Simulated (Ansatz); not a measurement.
# CuO (Cccm) in Ansatz: a series of runs

One crystal, CuO, is run at these levels: PBEsol; tasks: phonons, elastic constants.

All numbers are computed with Ansatz 0.2.0; they aren't measurements. Logs are shortened: lines on timing, memory, paths and dates and some standing lists are left out, and cuts for length are marked.

**1. The structure**

It takes space group Cccm (No. 66, orthorhombic). Conventional cell: a = 3.982 Å, b = 4.307 Å, c = 5.156 Å, α = 90.00°, β = 90.00°, γ = 90.00°. Around Cu (site symmetry 2/m) lie 4 O at 1.95 Å. Around O (site symmetry 222) lie 4 Cu at 1.95 Å.

Measurements of this composition are mostly on another form, of space group No. 15.

**2. Phonons, PBEsol**

input.yaml

```yaml
crystal:
  lattice:
    - [1.990968, -2.15355, 0.0]
    - [1.990968, 2.15355, 0.0]
    - [0.0, 0.0, 5.155928]
  atoms:
    - { symbol: Cu, position: [0.5, 0.0, 0.0] }
    - { symbol: Cu, position: [0.0, 0.5, 0.5] }
    - { symbol: O, position: [0.5, 0.5, 0.25] }
    - { symbol: O, position: [0.5, 0.5, 0.75] }
hamiltonian:
  xc: pbesol
  pseudopotentials: { kind: paw }
kpoints:
  mp_grid: { grid: [8, 8, 6] }
scf:
  occupations: { method: fermi_dirac, width: 0.05 }
phonons:
  method: dfpt
```

Potentials or basis: Ansatz PAW.

On the command line:

```console
$ ansatz run input.yaml --threads 2 --pin off --max-ram 5632MiB --backend cpu --events-out ev --progress --plain --runs-dir out
```

Output:

```text
Warning: RAYON_NUM_THREADS=2 ignored (pool sized by the plan → 2); use --threads N
zone centre: on kpoints.mp_grid the ground state, and the responses unless they are solved on pairs of k-points, stand on 136 of the mesh's 384 k-points, reduced under 2 symmetry operations, with k and −k counted as one. Each operation leaves every solved displacement unchanged or reverses it
Engine: ansatz 0.2.0, aarch64-unknown-linux-gnu
Pseudopotentials: kind: paw
Pseudopotential: Cu, paw, valence charge 19, recommended cutoff 420 eV (normal), Cu.paw.azcp
Pseudopotential: O, paw, valence charge 6, recommended cutoff 420 eV (normal), O.paw.azcp
Functional definition: PBEsol
  exchange = pbesol_x
  correlation = pbesol_c
Crystal: 4 atoms, lattice volume = 44.214 Å³
Basis set: ecut = 420 eV, 841 PW (Γ), exchange–correlation on 40×40×72 points (8 copies of the dense FFT grid, shifted against one another)
Bands: 30, of which v1, the nominal top of the filled ones, is band 25 counted from 1 (24 counted from 0)
Symmetry: 8 space group operations
k-points: 136 of 384 (irreducible under 2 space group operations, time reversal used)
Non-local potential: Cu, projectors of the file, l = 0: 3, l = 1: 2, l = 2: 3, l = 3: 1
Non-local potential: O, projectors of the file, l = 0: 2, l = 1: 2, l = 2: 1
PAW form: soft (Blöchl's): semilocal exchange-correlation on the pseudo side does not see the compensation charge
PAW frozen core: Cu, regenerated for the run's functional, and the local potential with it (the file was generated under x = pbe(κ = 0.804, μ = 0.2195149727645171), c = pbe(β = 0.06672455060314922))
PAW frozen core: O, regenerated for the run's functional, and the local potential with it (the file was generated under x = pbe(κ = 0.804, μ = 0.2195149727645171), c = pbe(β = 0.06672455060314922))
PAW one-centre angular grid: Cu, 590 points (default); XC on 64 Gauss nodes
PAW one-centre angular grid: O, 110 points (default); XC on 64 Gauss nodes
Initial density: superposition of atomic densities (neutral atoms: chi_scale 0, normalization atom), corrected by the library's trained network
Initial wavefunctions: pseudopotential atomic-orbital guess
Functional: x = pbesol(κ = 0.804, μ = 0.12345679012345678), c = pbesol(β = 0.046)
SCF iter   1: F=—  HF=-14296.559235 eV  |F-HF|=—  |Δ(HF+E_count)|=         —  Δρ=1.88e-2  dr2=1.08e-1  ethr=1.77e-3  ⟨swp⟩=5.7  Hψ=14728  notcnv=0
preconditioner: auto → LDOS  [metal: Δε(μ)=0.034 eV  Ē_g=10.935 eV  σ=0.050 eV  W_gap=0.17  n_scr=16 (ndim 8)  ℏωp=32.6 eV  f_vac=0.043  D(μ)=1.88/eV (n_scr^D=16)  β→1.0]
SCF iter   2: F=—  HF=-14296.591838 eV  |F-HF|=—  |Δ(HF+E_count)|=   3.26e-2  Δρ=2.85e-2  dr2=1.88e-1  ethr=2.16e-4  ⟨swp⟩=2.5  Hψ=9371  notcnv=0  recentre
SCF iter   3: F=—  HF=-14296.527355 eV  |F-HF|=—  |Δ(HF+E_count)|=   6.45e-2  Δρ=3.47e-3  dr2=4.38e-3  ethr=2.16e-4  ⟨swp⟩=2.1  Hψ=7913  notcnv=0
SCF iter   4: F=—  HF=-14296.526280 eV  |F-HF|=—  |Δ(HF+E_count)|=   1.07e-3  Δρ=1.43e-3  dr2=6.03e-4  ethr=8.76e-6  ⟨swp⟩=2.1  Hψ=6730  notcnv=0
SCF iter   5: F=—  HF=-14296.526193 eV  |F-HF|=—  |Δ(HF+E_count)|=   8.71e-5  Δρ=3.31e-4  dr2=3.16e-5  ethr=1.21e-6  ⟨swp⟩=2.3  Hψ=5536  notcnv=0
SCF iter   6: F=—  HF=-14296.526188 eV  |F-HF|=—  |Δ(HF+E_count)|=   5.23e-6  Δρ=1.96e-5  dr2=8.58e-8  ethr=6.32e-8  ⟨swp⟩=2.0  Hψ=5139  notcnv=0
SCF iter   7: F=—  HF=-14296.526196 eV  |F-HF|=—  |Δ(HF+E_count)|=   8.01e-6  Δρ=7.40e-6  dr2=1.44e-8  ethr=1.72e-10  ⟨swp⟩=2.5  Hψ=7352  notcnv=0
SCF iter   8: F=—  HF=-14296.526196 eV  |F-HF|=—  |Δ(HF+E_count)|=   3.18e-9  Δρ=3.57e-7  dr2=2.62e-11  ethr=2.87e-11  ⟨swp⟩=2.4  Hψ=6130  notcnv=0
SCF iter   9: F=-14296.526196 eV  HF=-14296.526196 eV  |F-HF|=0.00e0  |Δ(HF+E_count)|=  1.09e-11  Δρ=5.57e-8  dr2=8.51e-13  ethr=1.00e-12  ⟨swp⟩=5.0  Hψ=18062  notcnv=0
SCF 1 converged in 9 iterations: F = -14296.526196 eV  dr2 = 8.51e-13
DFPT response loops at Γ: preconditioner auto → Kerker (q_TF=auto, 2.785 Å⁻¹) (partly filled bands, converged f_vac=0.037); β = 1.00, the filter's whole step (`scf.mixing.beta` (0.50) is not read by the response loops under this deck's `scf.mixing.preconditioner`; to damp them name `kerker` or `kerker_dos`, under which they read `scf.mixing.beta`, and type it under 1.00, their step now; both keys bind the ground state too); Broyden in place of MSR1
SCF converged after 9 iterations
Free energy (F): -14296.526196 eV
Harris-Foulkes:  -14296.526196 eV  (|F-HF|=0.00e0)
Internal energy: -14296.509300 eV  (E = F + TS)
E sigma→0 (E₀):  -14296.517748 eV
Entropy (-TS):   -0.016896 eV (-4.224 meV/atom)
Fermi energy:    10.737941 eV
--- Per-component energies (eV) ---
  E_band       = -930.000315
  E_kinetic    = 939.782168
  E_local      = -10135.073618  (includes V_loc(G=0)·N_el)
  E_nonlocal   = 880.169169
  E_hartree    = 4379.861653
  E_xc         = -319.936999
  E_vxc        = -412.745826  (∫ρ·V_xc dr)
  E_paw        = -3552.896372  (= ΣΔE_a)
  E_vpaw       = -961.861042  (= ΣTr[D̂ρ^β])
  E_aug_tail   = 0.005534  (compensation charges beyond the density's cutoff)
  E_ewald      = -6488.903815
  E_core_change = 0.482980  (= ΣΔE_core)
  E_smearing   = -0.016896  (= −TS)
  E_closure    = 0.000000  (closes the sum)
  Σ components = -14296.526196   (vs F -14296.526196, Δ=0.00e0)
--- Band table (eV; the first three rows and the last of 136) ---
  k-point 0: bands = ["-101.6523", "-101.6520", "-59.3035", "-59.3032", "-59.2644", "-59.2586", "-58.9571", "-58.9567", "-9.0382", "-7.6992", "2.5153", "5.1967", "5.3607", "6.9957", "7.2621", "7.2723", "7.4518", "7.7452", "8.1982", "8.3288", "8.3820", "8.3916", "8.4563", "8.8483", "11.3169", "11.5003", "12.0609", "16.6807", "17.9446", "23.8739"]
  k-point 1: bands = ["-101.6523", "-101.6520", "-59.3035", "-59.3032", "-59.2641", "-59.2590", "-58.9571", "-58.9568", "-8.9635", "-7.8090", "2.7901", "5.2150", "5.3592", "6.9315", "7.1340", "7.1349", "7.2502", "7.4517", "8.3064", "8.3909", "8.4503", "8.5417", "8.6137", "8.7801", "11.2036", "11.3752", "12.4400", "15.9737", "18.8870", "23.9583"]
  k-point 2: bands = ["-101.6523", "-101.6521", "-59.3034", "-59.3033", "-59.2630", "-59.2601", "-58.9570", "-58.9568", "-8.7507", "-8.0900", "3.5529", "5.2617", "5.3482", "5.9095", "6.9360", "6.9422", "7.2313", "7.4334", "8.3766", "8.4034", "8.4346", "8.6204", "8.9476", "9.0164", "10.9505", "11.0729", "13.2465", "15.0304", "20.4677", "23.8240"]
  k-point 135: bands = ["-101.6511", "-101.6511", "-59.3148", "-59.3148", "-59.2594", "-59.2594", "-58.9658", "-58.9658", "-7.6503", "-7.6503", "4.7274", "4.7274", "5.0783", "5.0783", "5.2572", "5.2572", "7.8569", "7.8569", "8.4097", "8.4097", "8.8452", "8.8452", "9.3475", "9.3475", "10.2165", "10.2165", "14.6564", "14.6564", "20.7025", "20.7025"]
--- Phonons (Γ-DFPT): 6 representative perturbations + reference, on 136 of 384 k-points (Σ response iterations 29) ---
  k mesh reduced under 2 symmetry operations, with k and −k counted as one. Each operation leaves every solved displacement unchanged or reverses it
  ASR residual: 9.685e-4 → 0.000e0 eV/Å²; symmetrization residual: 2.209e-6 eV/Å²
  ASR residual per site (eV/Å²): 9.69e-4 9.69e-4 3.14e-4 3.14e-4
  Γ frequencies (cm⁻¹): 0.00 0.00 0.00 173.11 177.14 277.19 280.60 286.39 438.55 451.71 478.74 508.88
  non-analytic LO–TO correction: not included (Born effective charges unavailable; polar crystals: no LO–TO splitting at Γ)
```

It took 71 s on 2 threads of Arm Neoverse V2, shared host; peak memory 0.83 GiB.

What came out:

```yaml
Free_energy: -14296.5262 eV
Band_gap_on_the_k_mesh: none (metal or under the smearing width)
Highest_phonon_frequency_at_Γ: 509 cm⁻¹
```

Phonon frequencies in cm⁻¹ (negative: imaginary):
| q point | frequencies |
| --- | --- |
| (0.000, 0.000, 0.000) | 0 0 0 173 177 277 281 286 439 452 479 509 |

Caveat: the run has no spin polarisation, though such a crystal can be magnetic; semilocal functionals often make such compounds metallic where correlation or magnetic order opens a gap, which also shifts bond lengths; the PAW data sets come from PBE, with cores solved anew for the run's functional, which leaves a small shift of forces and pressure.

**3. Elastic constants, PBEsol**

Edit input.yaml of step 2 so:

```diff
@@ -17,3 +17,7 @@
   occupations: { method: fermi_dirac, width: 0.05 }
-phonons:
-  method: dfpt
+output:
+  forces: true
+  stress: true
+elastic:
+  mode: relaxed_ion
+  stencil: two_point
```

Potentials or basis: Ansatz PAW.

On the command line:

```console
$ ansatz run input.yaml --threads 2 --pin off --max-ram 5632MiB --backend cpu --events-out ev --progress --plain --runs-dir out
```

It took 1.9 min on 2 threads of Arm Neoverse V2, shared host; peak memory 0.46 GiB.

The run converged. Its results:

* Free energy: -14296.5262 eV
* Pressure: -6.1 GPa
* Band gap on the k mesh: none (metal or under the smearing width)
* Voigt bulk modulus: 145 GPa

Stress tensor (GPa, compression positive):
```
-4.61  0.00  0.00
 0.00 -6.25  0.00
 0.00  0.00 -7.40
```

Levels at points of the mesh, in eV from the Fermi level:
```
              k point  band 23  band 24  band 25  band 26  band 27  band 28
   (0.00, 0.00, 0.00)    -2.28    -1.89     0.58     0.76     1.32     5.94
  (0.00, 0.00, -0.50)    -1.54    -1.54     0.10     0.10     3.40     3.40
  (0.00, -0.50, 0.00)    -1.55    -1.50     0.21     0.45     3.55     5.83
 (0.00, -0.50, -0.50)    -1.99    -1.80    -0.16     0.67     4.21     5.82
 (-0.50, -0.50, 0.00)    -1.62    -1.20    -1.14     1.12     2.04     7.11
(-0.50, -0.50, -0.50)    -1.39    -1.39    -0.52    -0.52     3.92     3.92
```

Elastic tensor in Voigt notation (GPa, in the Cartesian axes of the cell as first typed):
```
127 122 110   0   0   0
120 159 117   0   0   0
107 116 329   0   0   0
  0   0   0  18   0   0
  0   0   0   0  17   0
  0   0   0   0   0  61
```

Caveat: the cell is more than 3 GPa from zero pressure, which shifts response properties; elastic constants of metals need much finer meshes, so these are rough; the pressure holds a Pulay correction of +0.7 GPa for the finite cutoff; the run has no spin polarisation, though such a crystal can be magnetic; semilocal functionals often make such compounds metallic where correlation or magnetic order opens a gap, which also shifts bond lengths; the PAW data sets come from PBE, with cores solved anew for the run's functional, which leaves a small shift of forces and pressure.
